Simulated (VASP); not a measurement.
# A VASP 6.6.1 single-point calculation on LiF

INCAR

```
ISMEAR = -1
LWAVE = .FALSE.
NSW = 0
GGA = RP
IBRION = -1
ENCUT = 520
SIGMA = 0.02
NBANDS = 12
PREC = Single
LCHARG = .FALSE.
ISIF = 2
LREAL = .FALSE.
EDIFF = 1E-7
LASPH = .TRUE.
NELM = 91
```

KPOINTS

```
KPOINTS created by Atomic Simulation Environment
0
Gamma
10 10 10
0 0 0
```

POSCAR

```
Li F
 1.0000000000000000
    -0.0741529270000000    2.0005136800000001    2.0005136800000001
     2.0005136800000001   -0.0741529270000000    2.0005136800000001
     2.0005136800000001    2.0005136800000001   -0.0741529270000000
 Li  F
   1   1
Cartesian
  0.0000000000000000  0.0000000000000000  0.0000000000000000
  1.9634372164999998  1.9634372164999996  1.9634372164999996
```

The recommended PBE PAW datasets give the neutral cell 10 valence electrons.

Command

```
mpirun -np 1 vasp_std
```

OSZICAR

```
N       E                     dE             d eps       ncg     rms          rms(c)
DAV:   1     0.328490244282E+02    0.32849E+02   -0.54400E+03  2920   0.848E+02
DAV:   2    -0.858698215069E+01   -0.41436E+02   -0.40594E+02  3384   0.187E+02
DAV:   3    -0.971415098024E+01   -0.11272E+01   -0.11248E+01  3620   0.271E+01
DAV:   4    -0.972453762985E+01   -0.10387E-01   -0.10386E-01  3176   0.286E+00
DAV:   5    -0.972466545096E+01   -0.12782E-03   -0.12782E-03  3584   0.228E-01    0.468E+00
DAV:   6    -0.918073226449E+01    0.54393E+00   -0.26089E+00  3184   0.101E+01    0.144E+00
DAV:   7    -0.919347852585E+01   -0.12746E-01   -0.22528E-02  3496   0.133E+00    0.907E-01
DAV:   8    -0.920958866944E+01   -0.16110E-01   -0.29640E-02  3212   0.167E+00    0.124E-01
DAV:   9    -0.920973027193E+01   -0.14160E-03   -0.12322E-03  3380   0.317E-01    0.485E-02
DAV:  10    -0.920995384124E+01   -0.22357E-03   -0.43300E-04  3176   0.163E-01    0.298E-02
DAV:  11    -0.920994870394E+01    0.51373E-05   -0.26834E-05  3488   0.414E-02    0.375E-03
DAV:  12    -0.920994924051E+01   -0.53658E-06   -0.12511E-06  3228   0.969E-03    0.911E-04
DAV:  13    -0.920994920797E+01    0.32544E-07   -0.11337E-07  3288   0.252E-03
   1 F= -.92099492E+01 E0= -.92099492E+01  d E =-.429315E-12
```

From OUTCAR

```
k-points           NKPTS =    116   k-points in BZ     NKDIM =    116   number of bands    NBANDS=     12

   NELECT =      10.0000    total number of electrons

   dimension x,y,z NGX =    24 NGY =   24 NGZ =   24
   dimension x,y,z NGXF=    24 NGYF=   24 NGZF=   24

  energy-cutoff  :      520.00
  volume of cell :       16.90
      direct lattice vectors                 reciprocal lattice vectors
    -0.074152927  2.000513680  2.000513680    -0.236451618  0.245553537  0.245553537
     2.000513680 -0.074152927  2.000513680     0.245553537 -0.236451618  0.245553537
     2.000513680  2.000513680 -0.074152927     0.245553537  0.245553537 -0.236451618

 k-points in reciprocal lattice and weights: KPOINTS created by Atomic Simulation Env
   0.00000000  0.00000000  0.00000000       0.001
   0.10000000  0.00000000 -0.00000000       0.006
   0.20000000  0.00000000 -0.00000000       0.006
   0.30000000  0.00000000 -0.00000000       0.006
   0.40000000  0.00000000  0.00000000       0.006
   0.50000000 -0.00000000 -0.00000000       0.003
   0.10000000  0.10000000  0.00000000       0.006
   0.20000000  0.10000000  0.00000000       0.012
   ...

 E-fermi :  -0.3932

 k-point     1 :       0.0000    0.0000    0.0000
  band No.  band energies     occupation
      1     -42.3484      2.00000
      2     -21.0074      2.00000
      3      -1.0984      2.00000
      4      -1.0984      2.00000
      5      -0.8377      2.00000
      6       8.0306      0.00000
      7      22.6168      0.00000
      8      22.6168      0.00000
      9      22.7841      0.00000
     10      22.7841      0.00000
     11      23.2075      0.00000
     12      24.4879      0.00000

 k-point     2 :       0.1000    0.0000   -0.0000
  band No.  band energies     occupation
      1     -42.3440      2.00000
      2     -20.9733      2.00000
      3      -1.3450      2.00000
      4      -1.1135      2.00000
      5      -0.8812      2.00000
      6       8.3172      0.00000
      7      19.9294      0.00000
      8      21.4729      0.00000
      9      22.1651      0.00000
     10      23.7210      0.00000
     11      24.5639      0.00000
     12      25.1003      0.00000

 k-point     3 :       0.2000    0.0000   -0.0000
  band No.  band energies     occupation
      1     -42.3325      2.00000
      2     -20.8821      2.00000
      3      -1.9759      2.00000
      4      -1.1521      2.00000
      5      -0.9508      2.00000
      6       8.9751      0.00000
      7      17.5712      0.00000
      8      20.1061      0.00000
      9      20.7672      0.00000
     10      24.9291      0.00000
     11      25.4341      0.00000
     12      26.5082      0.00000

 k-point     4 :       0.3000    0.0000   -0.0000
  band No.  band energies     occupation
      1     -42.3184      2.00000
      2     -20.7656      2.00000
      3      -2.6843      2.00000
      4      -1.1980      2.00000
      5      -1.0241      2.00000
      6       9.5830      0.00000
      7      16.1012      0.00000
      8      18.9343      0.00000
      9      19.5778      0.00000
     10      26.5023      0.00000
     11      26.6856      0.00000
     12      28.1256      0.00000

 ...

  Total        0.3455877      0.3455877      0.3455877      0.2200570      0.2200570      0.2200570
  in kB       32.7585947     32.7585947     32.7585947     20.8594135     20.8594135     20.8594135
  external PRESSURE =      32.7585947 kB  Pullay stress =       0.0000000 kB

 POSITION                                       TOTAL-FORCE (eV/Angst)
 -----------------------------------------------------------------------------------
      0.00000      0.00000      0.00000         0.000000     -0.000000      0.000000
      1.96344      1.96344      1.96344         0.000000      0.000000     -0.000000
 -----------------------------------------------------------------------------------
    total drift:                                0.000000      0.000000      0.000000

  FREE ENERGIE OF THE ION-ELECTRON SYSTEM (eV)
  ---------------------------------------------------
  free  energy   TOTEN  =        -9.2099492080 eV

  energy  without entropy=       -9.2099492080  energy(sigma->0) =       -9.20994921
```

It converged. Results: gap between bands v and c on the k mesh 8.87 eV; least direct gap on the k mesh 8.87 eV; pressure 3.3 GPa. Band v is the last that the valence electrons fill when counted band by band, and c is the next.

For comparison, a separate PBE run of the intended cell, on usual settings and not on those above, gives a gap of 8.60 eV on its mesh and a pressure of -0.7 GPa.

The run above took about 14 s on one core of a shared host (Intel Xeon Platinum 8488C) and held 0.12 GiB at most.
